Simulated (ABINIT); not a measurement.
# SiC (Moissanite 3C) (F-43m) in ABINIT: convergence with k mesh

Aim: find how far k mesh must go before the results for SiC (Moissanite 3C) settle, at PBE. This setting moves, with any that are tied to it; all else stays.

All numbers are computed with ABINIT 10.8.3 (patched build); they aren't measurements. Logs are shortened: lines on timing, memory, paths and dates and some standing lists are left out, and cuts for length are marked. The log counts tension as positive stress, the text compression.

## Step 1: The crystal as given

It takes space group F-43m (No. 216, cubic). The conventional cell has a = 4.358 Å, b = 4.358 Å, c = 4.358 Å, α = 90.00°, β = 90.00°, γ = 90.00°. Around Si (site symmetry -43m) lie 4 C at 1.89 Å. C (site symmetry -43m) is surrounded by 4 Si at 1.89 Å.

## Step 2: With k mesh 2 × 2 × 2

Input file run.abi:

```
pp_dirpath "./"
pseudos "14_Si_4_1.9_1.9_pbe_n_v1.0.psp8, 06_C_4_1.2_1.2_pbe_n_v1.0.psp8"

acell 3.0815713524 3.0815713524 3.0815713524 Angstrom
rprim
     0.0000000000     0.7071067812     0.7071067812
     0.7071067812     0.0000000000     0.7071067812
     0.7071067812     0.7071067812     0.0000000000
ntypat 2
znucl 14 6
natom 2
typat 1 2
xred
     0.0000000000     0.0000000000     0.0000000000
     0.7500000000     0.7500000000     0.7500000000

ecut 952.398519 eV

kptopt 1
ngkpt 2 2 2
nshiftk 1
shiftk 0.0 0.0 0.0

ixc 11

nband 8
occopt 4
tsmear 0.00183747

nstep 100
tolvrs 1.0e-10

iomode 3
prtwf 0
prtden 0
prteig 0
prtebands 0
enunit 2
```

Potentials or basis: SPMS NC PBE v1.0.

Run with:

```console
$ abinit run.abi > log 2>&1
```

It took 1.3 s on 1 thread of Arm Neoverse V1, shared host; peak memory 0.06 GiB.

It converged, with:

- Free energy: -276.6028 eV
- Pressure: 11.4 GPa
- Band gap on the k mesh: 0.94 eV, indirect (least direct gap 4.30 eV)
- Valence electrons inside the program's atomic spheres: Si 1.92; C 4.36

## Step 3: With k mesh 3 × 3 × 3

run.abi, as its differences from that of step 2:

```diff
@@ -19,3 +19,3 @@
 kptopt 1
-ngkpt 2 2 2
+ngkpt 3 3 3
 nshiftk 1
```

Potentials or basis: SPMS NC PBE v1.0.

Run with:

```console
$ abinit run.abi > log 2>&1
```

Run time: 1.7 s. Hardware: 1 thread of Arm Neoverse V1, shared host; peak memory 0.06 GiB.

Results (log left out):

| Item | Value |
| --- | --- |
| Free energy | -278.5985 eV |
| Pressure | 4.3 GPa |
| Band gap on the k mesh | 2.50 eV, indirect (least direct gap 5.16 eV) |
| Valence electrons inside the program's atomic spheres | Si 1.93; C 4.27 |

## Step 4: With k mesh 4 × 4 × 4

run.abi, as its differences from that of step 3:

```diff
@@ -19,3 +19,3 @@
 kptopt 1
-ngkpt 3 3 3
+ngkpt 4 4 4
 nshiftk 1
```

Run with:

```console
$ abinit run.abi > log 2>&1
```

Run time: 2.6 s. Hardware: 1 thread of Arm Neoverse V1, shared host; peak memory 0.06 GiB.

Results (log left out):

* Free energy: -278.9758 eV
* Pressure: 3.1 GPa
* Band gap on the k mesh: 1.31 eV, indirect (least direct gap 4.52 eV)
* Valence electrons inside the program's atomic spheres: Si 1.93; C 4.25

## Step 5: With k mesh 6 × 6 × 6

run.abi, as its differences from that of step 4:

```diff
@@ -19,3 +19,3 @@
 kptopt 1
-ngkpt 4 4 4
+ngkpt 6 6 6
 nshiftk 1
```

Run with:

```console
$ abinit run.abi > log 2>&1
```

Run time: 4.8 s. Hardware: 1 thread of Arm Neoverse V1, shared host; peak memory 0.06 GiB.

The run converged. Its results:

* Free energy: -279.0912 eV
* Pressure: 2.7 GPa
* Band gap on the k mesh: 1.36 eV, indirect (least direct gap 4.55 eV)
* Valence electrons inside the program's atomic spheres: Si 1.93; C 4.23

## Step 6: With k mesh 8 × 8 × 8

run.abi, as its differences from that of step 5:

```diff
@@ -19,3 +19,3 @@
 kptopt 1
-ngkpt 6 6 6
+ngkpt 8 8 8
 nshiftk 1
```

Potentials or basis: SPMS NC PBE v1.0.

Run with:

```console
$ abinit run.abi > log 2>&1
```

Run time: 8.3 s. Hardware: 1 thread of Arm Neoverse V1, shared host; peak memory 0.06 GiB.

The run converged. Its results:

* Free energy: -279.1009 eV
* Pressure: 2.7 GPa
* Band gap on the k mesh: 1.36 eV, indirect (least direct gap 4.55 eV)
* Valence electrons inside the program's atomic spheres: Si 1.93; C 4.23

## Step 7: With k mesh 9 × 9 × 9

run.abi, as its differences from that of step 6:

```diff
@@ -19,3 +19,3 @@
 kptopt 1
-ngkpt 8 8 8
+ngkpt 9 9 9
 nshiftk 1
```

Run with:

```console
$ abinit run.abi > log 2>&1
```

Run time: 10 s. Hardware: 1 thread of Arm Neoverse V1, shared host; peak memory 0.06 GiB.

It converged, with:

```
Free energy                                           : -279.1017 eV
Pressure                                              : 2.7 GPa
Band gap on the k mesh                                : 1.51 eV, indirect (least direct gap 4.63 eV)
Valence electrons inside the program's atomic spheres : Si 1.93; C 4.23
```

## Step 8: With k mesh 10 × 10 × 10

run.abi, as its differences from that of step 7:

```diff
@@ -19,3 +19,3 @@
 kptopt 1
-ngkpt 9 9 9
+ngkpt 10 10 10
 nshiftk 1
```

Run with:

```console
$ abinit run.abi > log 2>&1
```

It took 13 s on 1 thread of Arm Neoverse V1, shared host; peak memory 0.06 GiB.

The run converged. Its results:

```yaml
Free_energy: -279.1020 eV
Pressure: 2.7 GPa
Band_gap_on_the_k_mesh: 1.36 eV, indirect (least direct gap 4.55 eV)
Valence_electrons_inside_the_program's_atomic_spheres: Si 1.93; C 4.23
```

## Step 9: With k mesh 12 × 12 × 12

run.abi, as its differences from that of step 8:

```diff
@@ -19,3 +19,3 @@
 kptopt 1
-ngkpt 10 10 10
+ngkpt 12 12 12
 nshiftk 1
```

Potentials or basis: SPMS NC PBE v1.0.

Run with:

```console
$ abinit run.abi > log 2>&1
```

Wall time 20 s (1 thread of Arm Neoverse V1, shared host); peak memory 0.07 GiB.

Results (log left out):

```yaml
Free_energy: -279.1021 eV
Pressure: 2.7 GPa
Band_gap_on_the_k_mesh: 1.36 eV, indirect (least direct gap 4.55 eV)
Valence_electrons_inside_the_program's_atomic_spheres: Si 1.93; C 4.23
```

## Step 10: With k mesh 15 × 15 × 15

run.abi, as its differences from that of step 9:

```diff
@@ -19,3 +19,3 @@
 kptopt 1
-ngkpt 12 12 12
+ngkpt 15 15 15
 nshiftk 1
```

Potentials or basis: SPMS NC PBE v1.0.

Run with:

```console
$ abinit run.abi > log 2>&1
```

run.abo:

```text
.Version 10.8.3 of ABINIT
 Symmetries : space group F-4 3 m (#216); Bravais cF (face-center cubic)
================================================================================
 Values of the parameters that define the memory need of the present run
     intxc =       0    ionmov =       0      iscf =       7    lmnmax =       6
     lnmax =       6     mgfft =      32  mpssoang =       3    mqgrid =    3001
     natom =       2  nloc_mem =       1    nspden =       1   nspinor =       1
    nsppol =       1      nsym =      24    n1xccc =    2501    ntypat =       2
    occopt =       4   xclevel =       2
       mpw =        1397          nfft =       32768          nkpt =         120
================================================================================
================================================================================

--------------------------------------------------------------------------------
------------- Echo of variables that govern the present computation ------------
--------------------------------------------------------------------------------
 -outvars: echo values of preprocessed input variables --------
            acell      5.8233258935E+00  5.8233258935E+00  5.8233258935E+00 Bohr
              amu      2.80855000E+01  1.20110000E+01
             ecut      3.50000000E+01 Hartree
           enunit           2
                       outvar_i_n : Printing only first  50 k-points.
              ixc          11
                       outvar_i_n : Printing only first  50 k-points.
         kptrlatt       15    0    0      0   15    0      0    0   15
          kptrlen      8.73498884E+01
            natom           2
            nband           8
            ngfft          32      32      32
             nkpt         120
            nstep         100
             nsym          24
           ntypat           2
                       prtocc : prtvol=0, do not print more k-points.
           occopt           4
           prtden           0
        prtebands           0
           prteig           0
            prtwf           0
            rprim      0.0000000000E+00  7.0710678120E-01  7.0710678120E-01
                       7.0710678120E-01  0.0000000000E+00  7.0710678120E-01
                       7.0710678120E-01  7.0710678120E-01  0.0000000000E+00
          spgroup         216
           tolvrs      1.00000000E-10
           tsmear      1.83747000E-03 Hartree
            typat      1  2
                       outvars : Printing only first  50 k-points.
           xangst      0.0000000000E+00  0.0000000000E+00  0.0000000000E+00
                       3.2685000001E+00  3.2685000001E+00  3.2685000001E+00
            xcart      0.0000000000E+00  0.0000000000E+00  0.0000000000E+00
                       6.1765698426E+00  6.1765698426E+00  6.1765698426E+00
             xred      0.0000000000E+00  0.0000000000E+00  0.0000000000E+00
                       7.5000000000E-01  7.5000000000E-01  7.5000000000E-01
            znucl       14.00000    6.00000

================================================================================

 chkinp: Checking input parameters for consistency.

[... 95 lines left out ...]
 Integrated electronic density in atomic spheres:
 ------------------------------------------------
 Atom  Sphere_radius  Integrated_density
    1        2.00000          1.92729142
    2        2.00000          4.23293392
================================================================================

 ----iterations are completed or convergence reached----

 Mean square residual over all n,k,spin=   33.842E-08; max=  77.741E-06
 reduced coordinates (array xred) for    2 atoms
       0.000000000000      0.000000000000      0.000000000000
       0.750000000000      0.750000000000      0.750000000000
 rms dE/dt=  5.9500E-30; max dE/dt=  8.4145E-30; dE/dt below (all hartree)
    1      -0.000000000000     -0.000000000000      0.000000000000
    2       0.000000000000      0.000000000000      0.000000000000

 cartesian coordinates (angstrom) at end:
    1      0.00000000000000     0.00000000000000     0.00000000000000
    2      3.26850000005054     3.26850000005054     3.26850000005054

 cartesian forces (hartree/bohr) at end:
    1     -0.00000000000000    -0.00000000000000     0.00000000000000
    2      0.00000000000000     0.00000000000000    -0.00000000000000
 frms,max,avg= 9.7824758E-31 1.5326194E-30   0.000E+00  0.000E+00  0.000E+00 h/b

 cartesian forces (eV/Angstrom) at end:
    1     -0.00000000000000    -0.00000000000000     0.00000000000000
    2      0.00000000000000     0.00000000000000    -0.00000000000000
 frms,max,avg= 5.0303513E-29 7.8810459E-29   0.000E+00  0.000E+00  0.000E+00 e/A
 length scales=  5.823325893479  5.823325893479  5.823325893479 bohr
              =  3.081571352400  3.081571352400  3.081571352400 angstroms
 Fermi (or HOMO) energy (hartree) =   0.29369   Average Vxc (hartree)=  -0.41478
 Eigenvalues (hartree) for nkpt= 120  k points:
 kpt#   1, nband=  8, wtk=  0.00030, kpt=  0.0000  0.0000  0.0000 (reduced coord)
  -0.31430    0.25199    0.25199    0.25199    0.48064    0.52068    0.52068    0.52068
      occupation numbers for kpt#   1
   2.00000    2.00000    2.00000    2.00000    0.00000    0.00000    0.00000    0.00000
 prteigrs : prtvol=0 or 1, do not print more k-points.

 Fermi (or HOMO) energy (eV) =   7.99160   Average Vxc (eV)= -11.28670
 Eigenvalues (   eV  ) for nkpt= 120  k points:
 kpt#   1, nband=  8, wtk=  0.00030, kpt=  0.0000  0.0000  0.0000 (reduced coord)
  -8.55244    6.85693    6.85693    6.85693   13.07890   14.16846   14.16846   14.16846
 prteigrs : prtvol=0 or 1, do not print more k-points.

--- !EnergyTerms
iteration_state     : {dtset: 1, }
comment             : Components of total free energy in Hartree
kinetic             :  5.89081848125332E+00
hartree             :  1.16660154857413E+00
xc                  : -3.76538079926478E+00
Ewald energy        : -1.04656108773520E+01
psp_core            :  7.75717627960856E-01
local_psp           : -4.11826253020139E+00
non_local_psp       :  2.59302543419595E-01
internal            : -1.02568140056103E+01
'-kT*entropy'       :  2.38410103552118E-16
total_energy        : -1.02568140056103E+01
total_energy_eV     : -2.79102127559850E+02
band_energy         :  2.82025317150145E-01
...

 Cartesian components of stress tensor (hartree/bohr^3)
  sigma(1 1)= -9.21629061E-05  sigma(3 2)=  0.00000000E+00
  sigma(2 2)= -9.21629061E-05  sigma(3 1)=  0.00000000E+00
  sigma(3 3)= -9.21629061E-05  sigma(2 1)=  0.00000000E+00

-Cartesian components of stress tensor (GPa)         [Pressure=  2.7115E+00 GPa]
- sigma(1 1)= -2.71152631E+00  sigma(3 2)=  0.00000000E+00
- sigma(2 2)= -2.71152631E+00  sigma(3 1)=  0.00000000E+00
- sigma(3 3)= -2.71152631E+00  sigma(2 1)=  0.00000000E+00

== END DATASET(S) ==============================================================
================================================================================

 -outvars: echo values of variables after computation  --------
            acell      5.8233258935E+00  5.8233258935E+00  5.8233258935E+00 Bohr
           etotal     -1.0256814006E+01
            fcart     -5.1087313854E-31 -5.1087313854E-31  1.5326194156E-30
                       5.1087313854E-31  5.1087313854E-31 -1.5326194156E-30
            rprim      0.0000000000E+00  7.0710678120E-01  7.0710678120E-01
                       7.0710678120E-01  0.0000000000E+00  7.0710678120E-01
                       7.0710678120E-01  7.0710678120E-01  0.0000000000E+00
           strten     -9.2162906138E-05 -9.2162906138E-05 -9.2162906138E-05
                       0.0000000000E+00  0.0000000000E+00  0.0000000000E+00
           xangst      0.0000000000E+00  0.0000000000E+00  0.0000000000E+00
                       3.2685000001E+00  3.2685000001E+00  3.2685000001E+00
             xred      0.0000000000E+00  0.0000000000E+00  0.0000000000E+00
                       7.5000000000E-01  7.5000000000E-01  7.5000000000E-01
 Calculation completed.
```

It took 33 s on 1 thread of Arm Neoverse V1, shared host; peak memory 0.08 GiB.

Results:

```
Free energy                                           : -279.1021 eV
Pressure                                              : 2.7 GPa
Band gap on the k mesh                                : 1.41 eV, indirect (least direct gap 4.58 eV)
Valence electrons inside the program's atomic spheres : Si 1.93; C 4.23
```

## Step 11: Result

```csv
k mesh,energy less the tightest run (meV/atom),pressure (GPa),gap on the mesh (eV),SCF cycles,CPU time (s),peak memory (GiB)
2 × 2 × 2,1249.69,11.36,0.942,10,1.3,0.06
3 × 3 × 3,251.81,4.29,2.501,9,1.7,0.06
4 × 4 × 4,63.15,3.10,1.314,9,2.6,0.06
6 × 6 × 6,5.45,2.75,1.356,9,4.8,0.06
8 × 8 × 8,0.62,2.72,1.361,9,8.3,0.06
9 × 9 × 9,0.20,2.72,1.507,9,10,0.06
10 × 10 × 10,0.07,2.71,1.362,9,13,0.06
12 × 12 × 12,0.02,2.71,1.362,9,20,0.07
15 × 15 × 15,0.00,2.71,1.414,9,33,0.08
```

Against the tightest run, the energy stays within 1 meV/atom from 8 × 8 × 8 on; the pressure stays within 0.1 GPa from 6 × 6 × 6 on. Not settled before the last step: the gap on the mesh (to 0.01 eV). Meshes of other sizes hit other points, so gaps and Fermi surfaces needn't settle smoothly. The tightest run that finished is the yardstick and may itself not be fully converged.

Caveats: an odd mesh through Γ misses points on the zone boundary, where band edges often lie.
